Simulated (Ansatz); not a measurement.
# SnBiO2: the cost of one run

Method: DFT PBE, scalar-relativistic, plane waves, PAW, unless a step names another level, in Ansatz 0.2.0.

3 further runs of the same task are left out: 2 that didn't finish, 1 set aside as unsound or not needed.

**1. The system as given**

It takes space group P-3m1 (No. 164, trigonal). The conventional cell has a = 3.306 Å, b = 3.306 Å, c = 16.751 Å, α = 90.00°, β = 90.00°, γ = 120.00°. Sn (site symmetry 3m) has 6 O at 2.14 to 2.16 Å as nearest neighbours. Bi (site symmetry 3m) has 9 Bi at 3.31 to 3.43 Å and 3 O at 3.78 Å as nearest neighbours. Around O (site symmetry 3m) lie 3 Sn at 2.16 Å. O (site symmetry 3m) has 3 Sn at 2.14 Å as nearest neighbours.

As a file:

```xyz
8
Lattice="3.3063 0.0000 0.0000 -1.6531 2.8633 0.0000 0.0000 0.0000 16.7511" Properties=species:S:1:pos:R:3 pbc="T T T"
Sn    0.0000    0.0000    2.6670
Sn    0.0000    0.0000   14.0841
Bi    0.0000    1.9089    6.9505
Bi    1.6531    0.9544    9.8006
O     1.6531    0.9544    3.6875
O     0.0000    1.9089    1.7021
O     0.0000    1.9089   13.0637
O     1.6531    0.9544   15.0491
```

It came out lowest among 36 distinct ends of the trial cells. At a tolerance of 0.05 Å it has space group P-3m1 (No. 164).

**2. A stricter relaxation, on the response runs' mesh and smearing**

Input file input.yaml:

```yaml
crystal:
  lattice:
    - [3.3062567676, 0.0, 0.0]
    - [-1.6531283838, 2.8633023522, 0.0]
    - [0.0, 0.0, 16.7511412481]
  atoms:
    - { symbol: Sn, position: [0.0, 0.0, 0.1592128469] }
    - { symbol: Sn, position: [0.0, 0.0, 0.8407871531] }
    - { symbol: Bi, position: [0.3333333333, 0.6666666667, 0.4149280478] }
    - { symbol: Bi, position: [0.6666666667, 0.3333333333, 0.5850719522] }
    - { symbol: O, position: [0.6666666667, 0.3333333333, 0.2201335663] }
    - { symbol: O, position: [0.3333333333, 0.6666666667, 0.1016100799] }
    - { symbol: O, position: [0.3333333333, 0.6666666667, 0.7798664337] }
    - { symbol: O, position: [0.6666666667, 0.3333333333, 0.8983899201] }
basis:
  ecutwfc: 420
kpoints:
  mp_grid: { grid: [12, 12, 2] }
hamiltonian:
  xc: pbe
scf:
  occupations: { method: gaussian, width: 0.1 }
output:
  forces: true
  stress: true
  eigenvalues: true
relax:
  adjacent_minimum: "off"
  f_tol: 0.001
  max_steps: 60
  cell: { stress_tol: 0.01 }
```

Command:

```bash
$ ansatz run input.yaml --threads 3 --pin off --max-ram 7680MiB --backend cpu --events-out ev --progress --plain --runs-dir out
```

Q: Estimate wall time and peak memory on 3 threads of Intel Xeon 6975P-C (Granite Rapids), shared host.

About 35 s, with a peak of 0.67 GiB.
